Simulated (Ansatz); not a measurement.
# ZrC (model cell, started as zinc blende): relaxing the cell for a phonon run

Task: relax ZrC (model cell, started as zinc blende) tightly.

Program: Ansatz 0.2.0. Level of theory: DFT PBE, scalar-relativistic, plane waves, PAW. Results are calculated unless marked as measured.

Report form: the programs' logs are mostly left out.

The structure was built from a prototype and need not be the compound's stable phase.

## (1) Set-up

It takes space group F-43m (No. 216, cubic). Conventional cell: a = 4.819 Å, b = 4.819 Å, c = 4.819 Å, α = 90.00°, β = 90.00°, γ = 90.00°. Nearest to Zr lie 4 C at 2.09 Å. Nearest to C lie 4 Zr at 2.09 Å. Farther neighbours are not listed.

## (2) Probe on a coarse mesh

First a cheap look: the gap decides the mesh and the occupations, the pressure tells how far the cell has to move.

input.yaml

```yaml
crystal:
  lattice:
    - [0.0, 2.40963, 2.40963]
    - [2.40963, 0.0, 2.40963]
    - [2.40963, 2.40963, 0.0]
  atoms:
    - { symbol: Zr, position: [0.0, 0.0, 0.0] }
    - { symbol: C, position: [0.25, 0.25, 0.25] }
kpoints:
  mp_grid: { grid: [6, 6, 6] }
hamiltonian:
  xc: pbe
scf:
  occupations: { method: gaussian, width: 0.1 }
output:
  forces: true
  stress: true
  eigenvalues: true
```

The run is started by

```console
$ ansatz run input.yaml --threads 4 --pin off --max-ram 7168MiB --backend cpu --events-out ev --progress --plain --runs-dir out
```

Run time: 0.9 s. Hardware: 4 threads of Arm Neoverse V1, shared host; peak memory 0.28 GiB; 1.5 s of CPU time.

A gap read on the k-mesh alone can miss the band edges.

This step gave:

```
pressure           : 32.01 GPa
volume per atom    : 13.99 Å³
gap on the k-mesh  : 0.5810 eV
direct gap on mesh : 0.6510 eV
```

The coarse mesh shows a gap of 0.58 eV and a pressure of 32.0 GPa.

## (3) Coarse relaxation

A rough relaxation comes first, because large forces or stress need no tight tolerances yet.

Changes to input.yaml since step 2:

```diff
@@ -9,3 +9,3 @@
 kpoints:
-  mp_grid: { grid: [6, 6, 6] }
+  mp_grid: { grid: [8, 8, 8] }
 hamiltonian:
@@ -18 +18,6 @@
   eigenvalues: true
+relax:
+  adjacent_minimum: "off"
+  f_tol: 0.05
+  max_steps: 80
+  cell: { stress_tol: 0.5 }
```

It took 2.2 s on 4 threads; peak memory 0.31 GiB.

Step by step:

```tsv
step	energy less that of the first step (eV)	largest force component (eV/Å)	pressure (GPa)	volume (Å³)
1	0.0000	0.0000	32.43	27.98
2	-0.4281	0.0000	2.91	32.28
3	-0.4328	0.0000	0.52	32.77
4	-0.4328	0.0000	0.01	32.88
5*	-0.4440	0.0000	0.38	32.88
```

Relaxation steps marked * repeat the geometry before them on a plane-wave basis chosen anew for their cell, so energy and pressure can jump there.

Forces are held to the 24 operations that the run works with; a distortion that breaks them can't arise in this run.

```tsv
conventional cell, symmetrised	before	after	change
a (Å)	4.819	5.086	+5.5 %
b (Å)	4.819	5.086	+5.5 %
c (Å)	4.819	5.086	+5.5 %
volume (Å³/atom)	13.99	16.44	+17.5 %
```

Final coordinates:

```cif
data_structure
_symmetry_space_group_name_H-M 'P 1'
_symmetry_Int_Tables_number 1
_cell_length_a 3.5960
_cell_length_b 3.5960
_cell_length_c 3.5960
_cell_angle_alpha 60.000
_cell_angle_beta 60.000
_cell_angle_gamma 60.000
_cell_volume 32.88
loop_
_atom_site_label
_atom_site_type_symbol
_atom_site_fract_x
_atom_site_fract_y
_atom_site_fract_z
_atom_site_occupancy
Zr1 Zr 0.00000 0.00000 0.00000 1
C2 C 0.25000 0.25000 0.25000 1
```

Numbers from this step:

| Quantity | Value |
| --- | --- |
| pressure | 0.3762 GPa |
| volume per atom | 16.44 Å³ |
| gap on the k-mesh | 0.5132 eV |
| direct gap on mesh | 0.5749 eV |

In this step the volume went from 13.99 to 16.44 Å³/atom.

## (4) Bringing the structure to rest

The cell and atoms are relaxed, since residual forces and stress would shift the frequencies.

input.yaml

```yaml
crystal:
  lattice:
    - [0.0, 2.5427802343, 2.5427802343]
    - [2.5427802343, 0.0, 2.5427802343]
    - [2.5427802343, 2.5427802343, 0.0]
  atoms:
    - { symbol: Zr, position: [0.0, 0.0, 0.0] }
    - { symbol: C, position: [0.25, 0.25, 0.25] }
kpoints:
  mp_grid: { grid: [10, 10, 10] }
hamiltonian:
  xc: pbe
scf:
  occupations: { method: gaussian, width: 0.02 }
output:
  forces: true
  stress: true
  eigenvalues: true
relax:
  adjacent_minimum: "off"
  f_tol: 0.005
  max_steps: 80
  cell: { stress_tol: 0.05 }
```

It took 2.6 s on 4 threads; peak memory 0.33 GiB; 9.2 s of CPU time.

Little changed from the start: no atom moved by 0.005 Å and no cell edge by 0.1 %.

This step gave:

- pressure: 0.003325 GPa
- gap on the k-mesh: 0.4874 eV
- volume per atom: 16.49 Å³
- direct gap on mesh: 0.5694 eV

In this step the volume went from 16.44 to 16.49 Å³/atom.

## (5) Tight relaxation

Phonons need a cell at rest on their own settings, so the relaxation is repeated with tight tolerances on forces and stress, using the mesh and the filling of the phonon run that follows.

input.yaml

```yaml
crystal:
  lattice:
    - [0.0, 2.5452401236, 2.5452401236]
    - [2.5452401236, 0.0, 2.5452401236]
    - [2.5452401236, 2.5452401236, 0.0]
  atoms:
    - { symbol: Zr, position: [0.0, 0.0, 0.0] }
    - { symbol: C, position: [0.25, 0.25, 0.25] }
kpoints:
  mp_grid: { grid: [12, 12, 12] }
hamiltonian:
  xc: pbe
scf:
  occupations: { method: fixed }
output:
  forces: true
  stress: true
  eigenvalues: true
relax:
  adjacent_minimum: "off"
  f_tol: 0.001
  max_steps: 60
  cell: { stress_tol: 0.01 }
```

It took 2.1 s on 4 threads; peak memory 0.35 GiB; 7.5 s of CPU time.

Little changed from the start: no atom moved by 0.005 Å and no cell edge by 0.1 %.

Numbers from this step:

```
pressure           : 0.007325 GPa
gap on the k-mesh  : 0.4900 eV
direct gap on mesh : 0.5686 eV
```

The forces vanish by symmetry and the pressure is 0.007 GPa, within the tolerances set. The cell now holds 16.49 Å³/atom.

## (6) Outcome

```yaml
space_group_after_relaxation_within_0p01_a: F-43m
lattice_constant_a: 5.090 Å
lattice_constant_b: 5.090 Å
lattice_constant_c: 5.090 Å
volume_per_atom: 16.5 Å³
gap_on_the_k_mesh: 0.490 eV
```

**Reading.** The forces vanish by symmetry and the pressure is 0.007 GPa, within the tolerances set. The cell now holds 16.49 Å³/atom. The relaxation keeps the symmetry of its start, so it says nothing on stability against lower symmetry. The starting cell was built on a prototype and not taken from a measurement, so the phase need not exist.

[Logs are printed without paths, hosts, clocks, repeated set-up lines and the standing remarks that a program may print on its own settings, such as how far it seeks lower states.]

[Hosts, paths, dates, database ids (printed as entryN), source tags and the programs' standing remarks are cut or masked in the printed files.]
